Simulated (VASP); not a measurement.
# SrO in VASP: one cell, several levels of theory

SrO built on the rocksalt prototype, under +5.0 % strain along [111] alone is computed at one geometry. Runs: PBE, r2SCAN. The results are then set beside those of Ansatz 0.2.0 for the same cell.

Code: VASP 6.6.1. PAW datasets, plane waves. Calculated at 0 K for a non-magnetic cell.

## (1) The system as given

The cell comes from an earlier relaxation with r2SCAN in another program, then strained, with the atoms relaxed again.

It is trigonal, R-3m (No. 166); a = 3.649 Å, c = 9.384 Å in the conventional setting, 18.03 Å³ an atom. Sr has 6 O at 2.62 Å; O has 6 Sr at 2.62 Å.

The structure in full:

```cif
data_structure
_symmetry_space_group_name_H-M 'P 1'
_symmetry_Int_Tables_number 1
_cell_length_a 3.7711
_cell_length_b 3.7711
_cell_length_c 3.7711
_cell_angle_alpha 57.861
_cell_angle_beta 57.861
_cell_angle_gamma 57.861
_cell_volume 36.06
loop_
_atom_site_label
_atom_site_type_symbol
_atom_site_fract_x
_atom_site_fract_y
_atom_site_fract_z
_atom_site_occupancy
Sr1 Sr 0.00000 0.00000 0.00000 1
O1 O 0.50000 0.50000 0.50000 1
```

## (2) PBE at this geometry

INCAR

```
ENCUT = 520.000000
SIGMA = 0.020000
EDIFF = 1.00e-07
GGA = PE
PREC = Accurate
IBRION = -1
ISIF = 2
ISMEAR = -1
NBANDS = 15
NELM = 120
NSW = 0
LASPH = .TRUE.
LCHARG = .FALSE.
LWAVE = .FALSE.
LREAL = .FALSE.
```

KPOINTS

```
KPOINTS created by Atomic Simulation Environment
0
Gamma
8 8 8
0 0 0
```

KPOINTS_OPT

```
special points
7
Reciprocal
0.0000000000 0.0000000000 0.0000000000 1
0.5000000000 0.0000000000 0.5000000000 1
0.6250000000 0.2500000000 0.6250000000 1
0.3750000000 0.3750000000 0.7500000000 1
0.5000000000 0.5000000000 0.5000000000 1
0.5000000000 0.2500000000 0.7500000000 1
0.0000000000 0.5000000000 0.5000000000 1
```

POSCAR

```
Sr O
 1.0000000000000000
     0.0859964109000000    2.6658887381000000    2.6658887381000000
     2.6658887381000000    0.0859964109000000    2.6658887381000000
     2.6658887381000000    2.6658887381000000    0.0859964109000000
 Sr  O
   1   1
Cartesian
  0.0000000000000000  0.0000000000000000  0.0000000000000000
  2.7088869435500000  2.7088869435500000  2.7088869435500000
```

The run uses the recommended PBE PAW datasets (16 valence electrons a neutral cell).

Started as:

```bash
$ mpirun -np 1 vasp_std
```

Standard output, without the iteration lines:

```text
POSCAR found type information on POSCAR SrO
 POSCAR found :  2 types and       2 ions
 LDA part: xc-table for (Slater+PW92), standard interpolation
 POSCAR, INCAR and KPOINTS ok, starting setup
 FFT: planning ... GRIDC
 FFT: planning ... GRID_SOFT
 FFT: planning ... GRID
 WAVECAR not read
 entering main loop
 Start KPOINTS_OPT (optional k-point list driver)
k-point batch [1-7\7]
```

OSZICAR:

```text
N       E                     dE             d eps       ncg     rms          rms(c)
DAV:   1     0.674756380606E+02    0.67476E+02   -0.83764E+03  1958   0.103E+03
DAV:   2    -0.109546438848E+02   -0.78430E+02   -0.71340E+02  2728   0.215E+02
DAV:   3    -0.141635028319E+02   -0.32089E+01   -0.31906E+01  2597   0.395E+01
DAV:   4    -0.142295572509E+02   -0.66054E-01   -0.66046E-01  2435   0.527E+00
DAV:   5    -0.142309137038E+02   -0.13565E-02   -0.13564E-02  2499   0.579E-01    0.148E+01
DAV:   6    -0.122020446043E+02    0.20289E+01   -0.69326E+00  1999   0.191E+01    0.173E+01
DAV:   7    -0.120407174268E+02    0.16133E+00   -0.34266E-01  2258   0.505E+00    0.101E+01
DAV:   8    -0.120290538150E+02    0.11664E-01   -0.12607E-01  2538   0.360E+00    0.359E-01
DAV:   9    -0.120298803126E+02   -0.82650E-03   -0.66244E-03  2337   0.530E-01    0.236E-01
DAV:  10    -0.120303153432E+02   -0.43503E-03   -0.44344E-04  2195   0.204E-01    0.949E-02
DAV:  11    -0.120304890310E+02   -0.17369E-03   -0.18677E-04  2139   0.101E-01    0.279E-02
DAV:  12    -0.120305097773E+02   -0.20746E-04   -0.28201E-05  2139   0.377E-02    0.172E-02
DAV:  13    -0.120305094301E+02    0.34720E-06   -0.11393E-06  2258   0.100E-02    0.345E-03
DAV:  14    -0.120305093047E+02    0.12541E-06   -0.20196E-07  2544   0.335E-03    0.211E-03
DAV:  15    -0.120305092912E+02    0.13483E-07   -0.85250E-09  1164   0.102E-03
   1 F= -.12030509E+02 E0= -.12030509E+02  d E =-.458376E-12
       N       E                     dE             ncg
DAV:   1     0.118904212369E+04   -0.40786E+04      210
DAV:   2     0.678160395928E+03   -0.51088E+03      294
DAV:   3     0.658569024094E+03   -0.19591E+02      282
DAV:   4     0.658236970265E+03   -0.33205E+00      239
DAV:   5     0.658228133067E+03   -0.88372E-02      287
DAV:   6     0.658227770609E+03   -0.36246E-03      217
DAV:   7     0.658227755207E+03   -0.15402E-04      280
DAV:   8     0.658227754579E+03   -0.62811E-06      207
DAV:   9     0.658227754553E+03   -0.26218E-07      212
```

The lines after F= are the extra pass for the points of KPOINTS_OPT, at fixed density; their E is not a total energy.

Parts of OUTCAR:

```text
k-points           NKPTS =     65   k-points in BZ     NKDIM =     65   number of bands    NBANDS=     15

   NELECT =      16.0000    total number of electrons

   dimension x,y,z NGX =    28 NGY =   28 NGZ =   28
   dimension x,y,z NGXF=    56 NGYF=   56 NGZF=   56

  energy-cutoff  :      520.00
  volume of cell :       36.06
      direct lattice vectors                 reciprocal lattice vectors
     0.085996411  2.665888738  2.665888738    -0.196882832  0.190730244  0.190730244
     2.665888738  0.085996411  2.665888738     0.190730244 -0.196882832  0.190730244
     2.665888738  2.665888738  0.085996411     0.190730244  0.190730244 -0.196882832

 k-points in reciprocal lattice and weights: KPOINTS created by Atomic Simulation Env
   0.00000000  0.00000000  0.00000000       0.002
   0.12500000  0.00000000  0.00000000       0.012
   0.25000000  0.00000000  0.00000000       0.012
   0.37500000  0.00000000  0.00000000       0.012
   0.50000000  0.00000000  0.00000000       0.006
   0.12500000  0.12500000  0.00000000       0.012
   0.25000000  0.12500000  0.00000000       0.023
   0.37500000  0.12500000  0.00000000       0.023
[... 57 more k-points ...]

 E-fermi :   1.9037

 k-point     1 :       0.0000    0.0000    0.0000
  band No.  band energies     occupation
      1     -31.2259      2.00000
      2     -13.6144      2.00000
      3     -12.9255      2.00000
      4     -12.9107      2.00000
      5     -12.9107      2.00000
      6       1.3294      2.00000
      7       1.4447      2.00000
      8       1.4447      2.00000
      9       4.9456      0.00000
     10       7.1355      0.00000
     11       7.6300      0.00000
     12       7.6300      0.00000
     13       9.5335      0.00000
     14       9.5335      0.00000
     15      13.8268      0.00000

 k-point     2 :       0.1250    0.0000    0.0000
  band No.  band energies     occupation
      1     -31.2096      2.00000
      2     -13.9957      2.00000
      3     -12.9324      2.00000
      4     -12.9258      2.00000
      5     -12.5749      2.00000
      6       0.9857      2.00000
      7       1.1531      2.00000
      8       1.2726      2.00000
      9       5.6306      0.00000
     10       7.3428      0.00000
     11       7.5330      0.00000
     12       7.9388      0.00000
     13       9.8921      0.00000
     14       9.8947      0.00000
     15      14.8202      0.00000

 k-point     3 :       0.2500    0.0000    0.0000
  band No.  band energies     occupation
      1     -31.1699      2.00000
      2     -14.5306      2.00000
      3     -12.9618      2.00000
      4     -12.9533      2.00000
      5     -12.1458      2.00000
      6       0.1973      2.00000
      7       0.7333      2.00000
      8       0.8980      2.00000
      9       7.0790      0.00000
     10       7.3026      0.00000
     11       8.2901      0.00000
     12       8.7770      0.00000
     13      10.7932      0.00000
     14      10.8055      0.00000
     15      16.7052      0.00000

 k-point     4 :       0.3750    0.0000    0.0000
  band No.  band energies     occupation
      1     -31.1297      2.00000
      2     -14.9189      2.00000
      3     -12.9972      2.00000
      4     -12.9736      2.00000
      5     -11.8632      2.00000
      6      -0.4248      2.00000
      7       0.3679      2.00000
      8       0.5673      2.00000
      9       7.4799      0.00000
     10       8.6566      0.00000
     11       9.2757      0.00000
     12       9.7834      0.00000
     13      11.9182      0.00000
     14      11.9757      0.00000
     15      16.2191      0.00000

 k-point     5 :       0.5000    0.0000    0.0000
  band No.  band energies     occupation
      1     -31.1129      2.00000
      2     -15.0595      2.00000
      3     -13.0117      2.00000
      4     -12.9819      2.00000
      5     -11.7663      2.00000
      6      -0.6552      2.00000
      7       0.2281      2.00000
      8       0.4405      2.00000
      9       7.6664      0.00000
     10       9.4106      0.00000
     11       9.7368      0.00000
     12      10.2522      0.00000
     13      12.6890      0.00000
     14      12.7923      0.00000
     15      15.4621      0.00000

 k-point     6 :       0.1250    0.1250    0.0000
  band No.  band energies     occupation
      1     -31.2054      2.00000
      2     -14.0330      2.00000
      3     -12.9682      2.00000
      4     -12.9537      2.00000
      5     -12.5053      2.00000
      6       0.6922      2.00000
      7       1.2994      2.00000
      8       1.3773      2.00000
      9       5.6883      0.00000
     10       6.8257      0.00000
     11       7.9300      0.00000
     12       8.2241      0.00000
     13       9.7310      0.00000
     14      10.2474      0.00000
     15      15.0485      0.00000

 k-point     7 :       0.2500    0.1250    0.0000
  band No.  band energies     occupation
      1     -31.1745      2.00000
      2     -14.3825      2.00000
      3     -13.0123      2.00000
      4     -12.9878      2.00000
      5     -12.2460      2.00000
      6       0.2257      2.00000
      7       1.0343      2.00000
      8       1.1252      2.00000
      9       6.4838      0.00000
     10       6.8027      0.00000
     11       8.5975      0.00000
     12       8.9388      0.00000
     13      10.2671      0.00000
     14      10.9984      0.00000
     15      16.6745      0.00000

 k-point     8 :       0.3750    0.1250    0.0000
  band No.  band energies     occupation
      1     -31.1346      2.00000
      2     -14.7412      2.00000
      3     -13.0473      2.00000
      4     -13.0256      2.00000
      5     -12.0226      2.00000
      6      -0.1498      2.00000
      7       0.5845      2.00000
      8       0.7578      2.00000
      9       6.9471      0.00000
     10       7.9609      0.00000
     11       9.4018      0.00000
     12       9.8719      0.00000
     13      11.3804      0.00000
     14      11.8643      0.00000
     15      16.4064      0.00000

[... the tables of k-points 9 to 65 left out ...]

  Total       -0.4244050     -0.4244050     -0.4244050     -0.4327441     -0.4327441     -0.4327441
  in kB      -18.8567580    -18.8567580    -18.8567580    -19.2272720    -19.2272720    -19.2272720
  external PRESSURE =     -18.8567580 kB  Pullay stress =       0.0000000 kB

 POSITION                                       TOTAL-FORCE (eV/Angst)
 -----------------------------------------------------------------------------------
      0.00000      0.00000      0.00000         0.000000      0.000000      0.000000
      2.70889      2.70889      2.70889        -0.000000     -0.000000     -0.000000
 -----------------------------------------------------------------------------------
    total drift:                                0.000000      0.000000      0.000000

  FREE ENERGIE OF THE ION-ELECTRON SYSTEM (eV)
  ---------------------------------------------------
  free  energy   TOTEN  =       -12.0305092912 eV

  energy  without entropy=      -12.0305092912  energy(sigma->0) =      -12.03050929
```

Hardware: 1 MPI rank of Intel Xeon Platinum 8488C, shared host.

The levels at the points of KPOINTS_OPT are read from vasprun.xml.

Near the gap, in eV above the top of the last filled band v; c is the band after it:

```csv
point,v−1,v,c,c+1
Γ,0.00,0.00,3.50,5.69
X,-0.21,-0.12,3.23,7.28
U,-0.59,-0.52,4.54,7.64
K,-0.59,-0.52,4.54,7.64
L,-0.93,-0.93,6.10,7.89
W,-0.56,-0.51,5.74,5.87
```

PBE gives an indirect gap of 3.23 eV, from Γ to X; the least direct gap is 3.35 eV. The pressure is -1.89 GPa; the forces vanish within 0.01 eV/Å.

[end of part 1 of 2]
